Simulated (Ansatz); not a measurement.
## What LaGaS3 (model cell, started as cubic perovskite with Ga in the octahedra) distorts into

Wanted: the energy along a soft mode of LaGaS3 (model cell, started as cubic perovskite with Ga in the octahedra) and the structure at the end.

Method: DFT PBEsol, scalar-relativistic, plane waves, PAW; PAW set soft_1, in Ansatz 0.2.0.

The structure was built from a prototype and need not be the compound's stable phase.

**1. The structure**

Symmetry: Pm-3m, No. 221, cubic system. Conventional cell: a = 4.679 Å, b = 4.679 Å, c = 4.679 Å, α = 90.00°, β = 90.00°, γ = 90.00°. Nearest to La lie 12 S at 3.31 Å. Nearest to Ga lie 6 S at 2.34 Å. Nearest to S lie 2 Ga at 2.34 Å and 4 La at 3.31 Å. Farther neighbours and most contacts between anions are not listed.

**2. Response at finite wavevector**

The cell comes from relaxations at this level that are not shown. Stability and thermal properties need the whole zone. Linear response on a 4×4×4 q mesh gives force constants as far as a supercell of that size would.

File input.yaml:

```yaml
crystal:
  lattice:
    - [4.6785878409, 0.0, 0.0]
    - [0.0, 4.6785878409, 0.0]
    - [0.0, 0.0, 4.6785878409]
  atoms:
    - { symbol: La, position: [0.0, 0.0, 0.0] }
    - { symbol: Ga, position: [0.5, 0.5, 0.5] }
    - { symbol: S, position: [0.5, 0.5, 0.0] }
    - { symbol: S, position: [0.5, 0.0, 0.5] }
    - { symbol: S, position: [0.0, 0.5, 0.5] }
kpoints:
  mp_grid: { grid: [8, 8, 8] }
hamiltonian:
  xc: pbesol
  pseudopotentials: { kind: paw, azcp: { folder: soft_1 }, xc_functional: pbe }
scf:
  occupations: { method: methfessel_paxton, width: 0.2 }
output:
  eigenvalues: true
phonons:
  method: dfpt
  qmesh: [4, 4, 4]
  temperatures: { t_max: 1000, t_step: 50 }
  qpath:
    path:
      - [[0.0, 0.0, 0.0], [0.0, 0.5, 0.0], [0.5, 0.5, 0.0], [0.0, 0.0, 0.0], [0.5, 0.5, 0.5], [0.0, 0.5, 0.0]]
      - [[0.5, 0.5, 0.5], [0.5, 0.5, 0.0]]
    npoints: 10
```

Command:

```bash
$ ansatz run input.yaml --threads 8 --pin off --max-ram 16384MiB --backend cpu --events-out ev --progress --plain --runs-dir out
```

Numbers of over 12 decimals in the logs are rounded to 6 here.

The program printed:

```text
Engine: ansatz 0.2.0, aarch64-unknown-linux-gnu
Pseudopotentials: kind: paw
Pseudopotential: La, paw, valence charge 11, recommended cutoff 420 eV (normal), soft_1/La.paw.azcp
Pseudopotential: Ga, paw, valence charge 13, recommended cutoff 420 eV (normal), soft_1/Ga.paw.azcp
Pseudopotential: S, paw, valence charge 6, recommended cutoff 420 eV (normal), soft_1/S.paw.azcp
Functional definition: PBEsol
  exchange = pbesol_x
  correlation = pbesol_c
Crystal: 5 atoms, lattice volume = 102.410 Å³
Basis set: ecut = 420 eV, 2007 PW (Γ), exchange–correlation on 64×64×64 points (8 copies of the dense FFT grid, shifted against one another)
Bands: 26, of which v1, the nominal top of the filled ones, is band 21 counted from 1 (20 counted from 0)
Symmetry: 48 space group operations
k-points: 35 of 512
Non-local potential: La, projectors of the file, l = 0: 3, l = 1: 2, l = 2: 2, l = 3: 3
Non-local potential: Ga, projectors of the file, l = 0: 2, l = 1: 2, l = 2: 3, l = 3: 1
Non-local potential: S, projectors of the file, l = 0: 2, l = 1: 2, l = 2: 1
PAW form: soft (Blöchl's): semilocal exchange-correlation on the pseudo side does not see the compensation charge
PAW frozen core: La, regenerated for the run's functional, and the local potential with it (the file was generated under x = pbe(κ = 0.804, μ = 0.219515), c = pbe(β = 0.066725))
PAW frozen core: Ga, regenerated for the run's functional, and the local potential with it (the file was generated under x = pbe(κ = 0.804, μ = 0.219515), c = pbe(β = 0.066725))
PAW frozen core: S, regenerated for the run's functional, and the local potential with it (the file was generated under x = pbe(κ = 0.804, μ = 0.219515), c = pbe(β = 0.066725))
PAW one-centre angular grid: La, 590 points (default); XC on 64 Gauss nodes
PAW one-centre angular grid: Ga, 590 points (default); XC on 64 Gauss nodes
PAW one-centre angular grid: S, 110 points (default); XC on 64 Gauss nodes
Initial density: superposition of atomic densities (chi_scale 0.1, normalization cell, long waves kept (reshape's long-wave potential 0.00 eV rms))
Initial wavefunctions: pseudopotential atomic-orbital guess
Functional: x = pbesol(κ = 0.804, μ = 0.123457), c = pbesol(β = 0.046)
SCF iter   1: F=—  HF=-12565.457446 eV  |F-HF|=—  |Δ(HF+E_count)|=         —  Δρ=3.95e-2  dr2=2.44e0  ethr=3.10e-3  ⟨swp⟩=7.8  Hψ=16072  notcnv=0  defer=21
automatic band count: the SCF goes on with 31 bands, as 26 were too few: they end inside the smearing window of the response
automatic band count: the SCF goes on with 41 bands, as 31 were too few: they end inside the smearing window of the response
preconditioner: auto → Kerker (q_TF=auto, 2.352 Å⁻¹)  [metal: Δε(μ)=0.036 eV  Ē_g=12.885 eV  σ=0.200 eV  W_gap=0.15  n_scr=26 (ndim 8)  ℏωp=23.2 eV  f_vac=0.000  D(μ)=1.47/eV (n_scr^D=6)]
SCF iter   2: F=—  HF=-12565.252579 eV  |F-HF|=—  |Δ(HF+E_count)|=   2.05e-1  S|Δr|=    0.00e0  Δρ=2.45e-2  dr2=9.67e-1  ethr=3.10e-3  ⟨swp⟩=1.9  Hψ=1877  notcnv=0  defer=82
SCF iter   3: F=—  HF=-12565.105732 eV  |F-HF|=—  |Δ(HF+E_count)|=   1.47e-1  S|Δr|=    0.00e0  Δρ=7.91e-3  dr2=1.17e-1  ethr=2.30e-3  ⟨swp⟩=2.0  Hψ=1706  notcnv=0  defer=82
SCF iter   4: F=—  HF=-12565.082801 eV  |F-HF|=—  |Δ(HF+E_count)|=   2.29e-2  S|Δr|=    0.00e0  Δρ=5.10e-3  dr2=4.24e-2  ethr=2.78e-4  ⟨swp⟩=2.0  Hψ=2379  notcnv=0  defer=169
SCF iter   5: F=—  HF=-12565.071833 eV  |F-HF|=—  |Δ(HF+E_count)|=   1.10e-2  S|Δr|=    0.00e0  Δρ=1.97e-3  dr2=2.01e-3  ethr=1.01e-4  ⟨swp⟩=2.0  Hψ=2220  notcnv=0  defer=202
SCF iter   6: F=—  HF=-12565.070978 eV  |F-HF|=—  |Δ(HF+E_count)|=   8.55e-4  S|Δr|=    0.00e0  Δρ=4.62e-4  dr2=2.12e-4  ethr=4.78e-6  ⟨swp⟩=2.5  Hψ=1536  notcnv=0  defer=211
SCF iter   7: F=—  HF=-12565.070931 eV  |F-HF|=—  |Δ(HF+E_count)|=   4.70e-5  S|Δr|=    0.00e0  Δρ=5.26e-5  dr2=5.79e-6  ethr=5.04e-7  ⟨swp⟩=2.1  Hψ=1674  notcnv=0  defer=211
SCF iter   8: F=—  HF=-12565.070931 eV  |F-HF|=—  |Δ(HF+E_count)|=   4.98e-7  S|Δr|=    0.00e0  Δρ=1.42e-5  dr2=5.90e-7  ethr=1.38e-8  ⟨swp⟩=2.0  Hψ=1776  notcnv=0  defer=211
SCF iter   9: F=—  HF=-12565.070931 eV  |F-HF|=—  |Δ(HF+E_count)|=   1.27e-9  S|Δr|=    0.00e0  Δρ=4.20e-6  dr2=3.06e-8  ethr=1.40e-9  ⟨swp⟩=2.3  Hψ=1698  notcnv=0  defer=257
SCF iter  10: F=—  HF=-12565.070931 eV  |F-HF|=—  |Δ(HF+E_count)|=  3.93e-10  S|Δr|=    0.00e0  Δρ=6.56e-7  dr2=4.45e-10  ethr=7.28e-11  ⟨swp⟩=2.1  Hψ=1493  notcnv=0  defer=257
SCF iter  11: F=—  HF=-12565.070931 eV  |F-HF|=—  |Δ(HF+E_count)|=  1.11e-10  S|Δr|=    0.00e0  Δρ=1.69e-7  dr2=3.50e-11  ethr=1.06e-12  ⟨swp⟩=2.1  Hψ=1756  notcnv=0  defer=257
SCF iter  12: F=-12565.070931 eV  HF=-12565.070931 eV  |F-HF|=1.82e-12  |Δ(HF+E_count)|=  7.28e-12  S|Δr|=    0.00e0  Δρ=4.64e-8  dr2=1.49e-12  ethr=1.00e-12  ⟨swp⟩=13.6  Hψ=8862  notcnv=0
SCF 1 converged in 12 iterations: F = -12565.070931 eV  dr2 = 1.49e-12
  greatest PAW one-centre occupation: 0.995 electrons in one spin orbital (limit 2), on the Ga atom at site 1 (counted from 0), in its partial waves of l = 2
Initial density: read from a saved state, or passed on in memory by an earlier SCF of this step, an earlier step, the calling program or the single point that the run made first
iter 1 solved again at ethr=1.28e-7 eV; its pass at ethr=3.10e-3 eV (dr2=5.37e-5 eV) is discarded
SCF iter   1: F=—  HF=-12565.070932 eV  |F-HF|=—  |Δ(HF+E_count)|=         —  Δρ=6.92e-7  dr2=5.03e-10  ethr=1.28e-7  ⟨swp⟩=4.9  Hψ=7391  notcnv=0
eigensolver tolerance schedule: the retry pair's looser diagonalisation over-reported the residual by 106750.34 of it (diagonalisation noise at an unbounded share of the residual, at the tolerance the schedule requests for it); recorded, not acted on — ethr = c·dr2/N_el stays at c = 1.0e-1
preconditioner: auto → Kerker (q_TF=auto, 2.352 Å⁻¹)  [metal: Δε(μ)=0.072 eV  Ē_g=10.980 eV  σ=0.200 eV  W_gap=0.30  n_scr=26 (ndim 8)  ℏωp=23.2 eV  f_vac=0.000  D(μ)=1.23/eV (n_scr^D=6)]
SCF iter   2: F=—  HF=-12565.070931 eV  |F-HF|=—  |Δ(HF+E_count)|=   8.02e-7  S|Δr|=    0.00e0  Δρ=4.38e-7  dr2=2.29e-10  ethr=1.20e-12  ⟨swp⟩=4.7  Hψ=2823  notcnv=0
SCF iter   3: F=—  HF=-12565.070931 eV  |F-HF|=—  |Δ(HF+E_count)|=  4.73e-11  S|Δr|=    0.00e0  Δρ=2.58e-7  dr2=7.48e-11  ethr=1.00e-12  ⟨swp⟩=1.4  Hψ=931  notcnv=0
SCF iter   4: F=—  HF=-12565.070931 eV  |F-HF|=—  |Δ(HF+E_count)|=  1.46e-11  S|Δr|=    0.00e0  Δρ=1.54e-7  dr2=2.34e-11  ethr=1.00e-12  ⟨swp⟩=1.1  Hψ=912  notcnv=0
SCF iter   5: F=-12565.070931 eV  HF=-12565.070931 eV  |F-HF|=5.46e-12  |Δ(HF+E_count)|=  5.46e-12  S|Δr|=    0.00e0  Δρ=7.61e-8  dr2=5.38e-12  ethr=1.00e-12  ⟨swp⟩=3.2  Hψ=2005  notcnv=0
SCF 2 converged in 5 iterations: F = -12565.070931 eV  dr2 = 5.38e-12
phonons: the bands overlap, so this run is a metal and interpolates without the dipole-dipole term. If the crystal is really an insulator or semiconductor, its LO-TO splitting is missing
NSCF: frozen V_eff on 35 k-points
WARN: eigensolver did not converge in 2 slots of this pass, the one above among them; of largest residual over every band (k=15): 1 band(s) unlocked (lowest unlocked band 40, counted from 0; max residual 4.41e-5 eV among the unlocked bands, 4.41e-5 eV over every band); of lowest unlocked band (k=2): band 40
NSCF: frozen V_eff on 125 k-points
DFPT response loops at q = (0, 0, 0) (fractional): preconditioner auto → Kerker (q_TF=auto, 2.352 Å⁻¹) (partly filled bands, converged f_vac=0.000); β = 1.00, the filter's whole step (`scf.mixing.beta` (0.50) is not read by the response loops under this deck's `scf.mixing.preconditioner`; to damp them name `kerker` or `kerker_dos`, under which they read `scf.mixing.beta`, and type it under 1.00, their step now; both keys bind the ground state too); Broyden in place of MSR1
NSCF: frozen V_eff on 400 k-points
DFPT response loops at q = (0, 0, 0.25) (fractional): mixed as the last ones told, above
NSCF: frozen V_eff on 250 k-points
DFPT response loops at q = (0, 0, -0.5) (fractional): mixed as the last ones told, above
NSCF: frozen V_eff on 640 k-points
DFPT response loops at q = (0, 0.25, 0.25) (fractional): mixed as the last ones told, above
NSCF: frozen V_eff on 400 k-points
DFPT response loops at q = (0, 0.25, -0.5) (fractional): mixed as the last ones told, above
NSCF: frozen V_eff on 250 k-points
DFPT response loops at q = (0, -0.5, -0.5) (fractional): mixed as the last ones told, above
NSCF: frozen V_eff on 1024 k-points
DFPT response loops at q = (0.25, 0.25, 0.25) (fractional): mixed as the last ones told, above
NSCF: frozen V_eff on 640 k-points
DFPT response loops at q = (0.25, 0.25, -0.5) (fractional): mixed as the last ones told, above
NSCF: frozen V_eff on 400 k-points
DFPT response loops at q = (0.25, -0.5, -0.5) (fractional): mixed as the last ones told, above
NSCF: frozen V_eff on 250 k-points
DFPT response loops at q = (-0.5, -0.5, -0.5) (fractional): mixed as the last ones told, above
SCF converged after 12 iterations
Stability not checked: this state was not tested for a lower state beside it, because cold or Methfessel-Paxton smearing, or corrected tetrahedra, fill the levels in a way that the test cannot read (fill_not_monotonic; see scf.lower_state_search)
Free energy (F): -12565.070931 eV
Harris-Foulkes:  -12565.070931 eV  (|F-HF|=1.82e-12)
Internal energy: -12565.074777 eV  (E = F + TS)
E sigma→0 (E₀):  -12565.071892 eV
Entropy (-TS):   0.003846 eV (0.769 meV/atom)
Fermi energy:    9.243907 eV
--- Per-component energies (eV) ---
  E_band       = -45.771708
  E_kinetic    = 614.289070
  E_local      = -2293.233446  (includes V_loc(G=0)·N_el)
  E_nonlocal   = 104.968729
  E_hartree    = 1247.952263
  E_xc         = -469.357630
  E_vxc        = -449.492817  (∫ρ·V_xc dr)
  E_paw        = -9062.472231  (= ΣΔE_a)
  E_vpaw       = -518.207563  (= ΣTr[D̂ρ^β])
  E_aug_tail   = -0.000218  (compensation charges beyond the density's cutoff)
  E_ewald      = -2708.439177
  E_core_change = 1.217863  (= ΣΔE_core)
  E_smearing   = 0.003846  (= −TS)
  E_closure    = 0.000000  (closes the sum)
  Σ components = -12565.070931   (vs F -12565.070931, Δ=0.00e0)
--- Band table (eV; the first three rows and the last of 35) ---
  k-point 0: bands = [... 17 lower, 7.8415, 7.8415, 8.8069, 8.8069, 8.8069, 10.6306, 10.6306, 11.1184, ... 16 higher]
  k-point 1: bands = [... 17 lower, 7.7078, 7.7078, 8.6897, 8.6897, 8.7969, 10.7507, 10.8742, 11.0962, ... 16 higher]
  k-point 2: bands = [... 17 lower, 7.4575, 7.4575, 8.4091, 8.4091, 9.5470, 10.9537, 11.0653, 11.0770, ... 16 higher]
  k-point 34: bands = [... 17 lower, 8.9227, 9.3992, 9.3992, 9.3992, 11.0832, 11.0832, 11.0832, 11.1373, ... 16 higher]
--- Phonons (Γ-DFPT): 4 representative perturbations + reference (Σ response iterations 13) ---
  ASR residual: 8.147e-5 → 0.000e0 eV/Å²; symmetrization residual: 5.324e-6 eV/Å²
  ASR residual per site (eV/Å²): 7.86e-6 8.15e-5 1.65e-5 1.65e-5 1.65e-5
  Γ frequencies (cm⁻¹): -102.44 -102.44 -102.44 -98.45 -98.45 -98.45 0.00 0.00 0.00 49.53 49.53 49.53 356.78 356.78 356.78
--- Phonons (arbitrary-q DFPT): 10 irreducible q on the 4×4×4 mesh ---
  q = [0.0000, 0.0000, 0.0000] (star 1, of the zone-centre solve; hermiticity 8.89e-7, symmetrization 2.98e-12): -102.44 -102.44 -102.44 -98.45 -98.45 -98.45 -0.00 0.00 0.00 49.53 49.53 49.53 356.78 356.78 356.78
  q = [0.0000, 0.0000, 0.2500] (star 6, 9 solved perturbations in 1560 linear systems a pass and spin channel, the states on 200 of 512 k-point pairs; hermiticity 7.11e-7, symmetrization 2.80e-12): -94.76 -94.76 -81.03 -81.03 -80.37 26.13 32.42 32.42 62.02 62.02 75.53 139.58 356.73 359.03 359.03
  q = [0.0000, 0.0000, -0.5000] (star 3, 9 solved perturbations in 975 linear systems a pass and spin channel, the states on 125 of 512 k-point pairs; hermiticity 6.25e-7, symmetrization 2.98e-8): -89.28 -89.28 -57.22 -57.22 -53.21 33.32 33.32 54.07 73.94 73.94 129.30 207.63 350.36 363.13 363.13
  q = [0.0000, 0.2500, 0.2500] (star 12, 9 solved perturbations in 2460 linear systems a pass and spin channel, the states on 320 of 512 k-point pairs; hermiticity 6.69e-7, symmetrization 2.77e-13): -135.05 -106.14 -79.70 -64.35 -56.10 36.82 51.35 67.15 76.14 136.46 144.24 153.41 309.40 361.97 389.18
  q = [0.0000, 0.2500, -0.5000] (star 12, 15 solved perturbations on 200 of 512 k-point pairs; hermiticity 6.50e-7, symmetrization 2.96e-7): -144.67 -87.43 -85.34 -68.11 -33.79 35.02 72.18 79.48 85.64 157.57 162.82 210.95 278.30 366.02 394.09
  q = [0.0000, -0.5000, -0.5000] (star 3, 9 solved perturbations in 975 linear systems a pass and spin channel, the states on 125 of 512 k-point pairs; hermiticity 6.56e-7, symmetrization 8.13e-8): -164.65 -108.97 -108.97 -18.72 16.93 16.93 89.10 89.10 93.59 182.02 216.32 216.32 223.00 369.76 398.51
  q = [0.2500, 0.2500, 0.2500] (star 8, 4 solved perturbations in 1376 linear systems a pass and spin channel, the states on 512 of 512 k-point pairs; hermiticity 3.77e-7, symmetrization 4.60e-12): -144.05 -129.38 -129.38 -59.28 -59.28 31.53 101.08 101.08 149.36 151.15 151.15 165.27 307.15 307.15 413.33
  q = [0.2500, 0.2500, -0.5000] (star 12, 9 solved perturbations in 2460 linear systems a pass and spin channel, the states on 320 of 512 k-point pairs; hermiticity 5.70e-7, symmetrization 6.61e-8): -153.90 -139.65 -130.60 -62.32 -51.75 15.39 111.47 121.25 157.50 160.11 167.95 215.21 264.05 306.07 419.38
  q = [0.2500, -0.5000, -0.5000] (star 6, 9 solved perturbations in 1560 linear systems a pass and spin channel, the states on 200 of 512 k-point pairs; hermiticity 5.47e-7, symmetrization 8.88e-8): -174.14 -150.00 -150.00 -56.34 -56.34 -38.49 127.15 127.15 163.56 167.74 220.99 220.99 225.26 287.49 424.97
  q = [-0.5000, -0.5000, -0.5000] (star 1, 4 solved perturbations in 350 linear systems a pass and spin channel, the states on 125 of 512 k-point pairs; hermiticity 3.65e-7, symmetrization 1.30e-8): -185.03 -185.03 -185.03 -63.90 -63.90 -63.90 141.95 141.95 141.95 224.78 224.78 226.21 226.21 226.21 431.32
  sum rule: each row above includes the acoustic sum rule's correction from the zone centre's row sums; it moved no ω² by more than (0.56 cm⁻¹)²
  mesh force constants: q→R imaginary residual 7.32e-19; ASR residual 8.147e-5 → 0.000e0 eV/Å²; symmetrization residual 2.487e-14 eV/Å²
  interpolated dispersion: 62 rows × 15 modes
  density of states and harmonic sums: on the 16×16×16 q-mesh, interpolated from the force constants of a 4×4×4 supercell (no non-analytic term)
  largest difference from the sums on the solved wave vectors: F 4.28e-2 eV, S 5.10e-5 and C_V 1.08e-5 eV/K
  zero-point energy: 0.112531 eV/cell   skipped modes (ω ≤ 0): 874, of them read as no rigid motion or as one in doubt: 871 (5.219e0 modes/cell left out, lowest -185.03 cm⁻¹)   left out of the sums: 3.48e-1 of the cell's modes: C_V's classical limit lies that fraction below 3 k_B per atom; for a crystal, a wire or a layer, F and S can be off by more, and a phonons.interpolated_qmesh denser along its periods is the remedy for the sampling
```

Run time: 11 min. Hardware: 8 threads of Arm Neoverse V1, shared host; peak memory 4.4 GiB; 82 min of CPU time.

Numbers from this step:

```
volume per atom                                         : 20.48 Å³
gap on the k-mesh                                       : 0 eV
sum-rule residual before enforcement                    : 8.15e-5 eV/Å²
lowest frequency on the path                            : -185.0 cm⁻¹
point group                                             : m-3m
highest frequency on the path or at a solved wavevector : 431.3 cm⁻¹
highest optical mode at the zone centre (no LO-TO term) : 356.8 cm⁻¹
lowest optical zone-centre mode                         : -102.4 cm⁻¹
lowest mode on the q mesh (acoustic modes at Γ apart)   : -185.0 cm⁻¹
```

Frequencies (cm⁻¹) solved at each irreducible wavevector; negative means imaginary. Frequencies by wavevector, by row:

```csv
q in reciprocal lattice units,star,mode 1,mode 2,mode 3,mode 4,mode 13,mode 14,mode 15
0 0 0,1,-102.4,-102.4,-102.4,-98.5,356.8,356.8,356.8
0 0 0.25,6,-94.8,-94.8,-81,-81,356.7,359,359
0 0 -0.5,3,-89.3,-89.3,-57.2,-57.2,350.4,363.1,363.1
0 0.25 0.25,12,-135.1,-106.1,-79.7,-64.3,309.4,362,389.2
0 0.25 -0.5,12,-144.7,-87.4,-85.3,-68.1,278.3,366,394.1
0 -0.5 -0.5,3,-164.7,-109,-109,-18.7,223,369.8,398.5
0.25 0.25 0.25,8,-144.1,-129.4,-129.4,-59.3,307.1,307.1,413.3
0.25 0.25 -0.5,12,-153.9,-139.7,-130.6,-62.3,264.1,306.1,419.4
0.25 -0.5 -0.5,6,-174.1,-150,-150,-56.3,225.3,287.5,425
-0.5 -0.5 -0.5,1,-185,-185,-185,-63.9,226.2,226.2,431.3
```

Interpolated from a 4×4×4 q mesh. Phonon branches along the path, in cm⁻¹:

```csv
point,branch 1,branch 2,branch 3,branch 4,branch 12,branch 13,branch 14,branch 15
Γ,-102,-102,-102,-98,50,357,357,357
halfway,-95,-95,-81,-81,140,357,359,359
X,-89,-89,-57,-57,208,350,363,363
halfway,-145,-87,-85,-68,211,278,366,394
M,-165,-109,-109,-19,216,223,370,398
halfway,-135,-106,-80,-64,153,309,362,389
Γ,-102,-102,-102,-98,50,357,357,357
halfway,-144,-129,-129,-59,165,307,307,413
R,-185,-185,-185,-64,226,226,226,431
halfway,-154,-140,-131,-62,215,264,306,419
X,-89,-89,-57,-57,208,350,363,363
jump to R,-185,-185,-185,-64,226,226,226,431
halfway,-174,-150,-150,-56,221,225,288,425
M,-165,-109,-109,-19,216,223,370,398
```

Symmetry leaves 10 wavevectors to solve. The lowest mode among them, the acoustic zeros apart, lies at q = (-0.5, -0.5, -0.5) and is imaginary, 185.0i cm⁻¹, so the energy falls along it.

**3. The mode frozen in, largest atomic shift 0 Å**

The mode followed lies at q = (-0.5, -0.5, -0.5) with frequency 185.0i cm⁻¹ and is 3-fold degenerate, the softest among the wavevectors solved. At small amplitude the distorted cell has space group no. 167 by a symmetry search on the positions. The undistorted cell that holds it gives the zero of energy on the same k mesh.

System of this step: LaGaS3 (model cell, started as cubic perovskite with Ga in the octahedra). It takes space group Pm-3m (No. 221, cubic). The conventional cell has a = 4.679 Å, b = 4.679 Å, c = 4.679 Å, α = 90.00°, β = 90.00°, γ = 90.00°. Nearest to La lie 12 S at 3.31 Å. Nearest to Ga lie 6 S at 2.34 Å. Nearest to S lie 2 Ga at 2.34 Å and 4 La at 3.31 Å. Farther neighbours and most contacts between anions are not listed.

input.yaml, the sections that differ from step 2:

```yaml
crystal:
  lattice:
    - [4.6785878409, 4.6785878409, 0.0]
    - [4.6785878409, 0.0, 4.6785878409]
    - [4.6785878409, 0.0, -4.6785878409]
  atoms:
    - { symbol: La, position: [0.0, 0.5, 0.5] }
    - { symbol: La, position: [0.0, 0.0, 1.0] }
    - { symbol: Ga, position: [0.5, 0.25, 0.75] }
    - { symbol: Ga, position: [0.5, 0.75, 0.25] }
    - { symbol: S, position: [0.5, 0.5, 0.5] }
    - { symbol: S, position: [0.5, 0.0, 0.0] }
    - { symbol: S, position: [0.0, 0.5, 0.0] }
    - { symbol: S, position: [0.0, 0.0, 0.5] }
    - { symbol: S, position: [0.5, 0.5, 0.0] }
    - { symbol: S, position: [0.5, 0.0, 0.5] }
output:
  forces: true
  stress: true
  eigenvalues: true
# kpoints, hamiltonian, scf: as in step 2
# phonons: removed
```

The program printed:

```text
[...]
Crystal: 10 atoms, lattice volume = 204.821 Å³
Basis set: ecut = 420 eV, 4015 PW (Γ), exchange–correlation on 90×90×90 points (8 copies of the dense FFT grid, shifted against one another)
Bands: 52, of which v1, the nominal top of the filled ones, is band 42 counted from 1 (41 counted from 0)
Symmetry: 96 space group operations
[...]
k-points: 29 of 512
[...]
k-point 0: bands = [... 38 lower, 8.9231, 8.9231, 9.3982, 9.3982, 9.3982, 10.6299, 10.6299, 11.0818, ... 6 higher]
  k-point 1: bands = [... 38 lower, 8.7834, 8.7834, 9.2408, 9.2408, 9.3205, 10.7621, 10.7621, 11.0759, ... 6 higher]
  k-point 2: bands = [... 38 lower, 8.7492, 8.9841, 9.0357, 9.0357, 9.1105, 10.9250, 10.9250, 11.0508, ... 6 higher]
  k-point 28: bands = [... 38 lower, 8.2203, 8.2203, 8.4899, 8.4899, 11.0275, 11.0275, 11.0659, 11.0659, ... 6 higher]
[key lines of the parts left out:]
SCF converged after 9 iterations
Free energy (F): -25130.135935 eV
Fermi energy:    9.263430 eV
P = ⅓ Tr σ = 0.0085 GPa (0.085 kbar)
```

It took 4.2 s on 8 threads; peak memory 0.96 GiB.

Numbers from this step:

```
pressure                         : 0.008547 GPa
energy from the undistorted cell : 0 meV/atom
```

The run ends at a pressure of 0.01 GPa.

[end of part 1 of 3]

[Logs are printed without paths, hosts, clocks, repeated set-up lines and the standing remarks that a program may print on its own settings, such as how far it seeks lower states.]

[Hosts, paths, dates, database ids (printed as entryN), source tags and the programs' standing remarks are cut or masked in the printed files.]
